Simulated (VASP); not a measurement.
The system is LiF (Griceite).

```
CELL_PARAMETERS angstrom
0.00000 2.01400 2.01400
2.01400 0.00000 2.01400
2.01400 2.01400 0.00000
ATOMIC_POSITIONS crystal
F 0.50000 0.50000 0.50000
Li 0.00000 0.00000 0.00000
```

Base run:

```yaml
Program: VASP 6.6.1
Functional: HSE03
Potentials_or_basis: VASP PAW PBE potentials, release 64 (F, Li_sv)
Cutoff: 520 eV
k_mesh: 8 × 8 × 8
Occupations: gaussian, width 0.02 eV
Spin: no spin polarisation
```

Its results: band gap on the k mesh 11.10 eV, direct.

Question: The run is repeated on the same cell with these changes: functional from HSE03 to HSE06. What comes out?

Answer: Band gap on the k mesh 11.41 eV, direct.
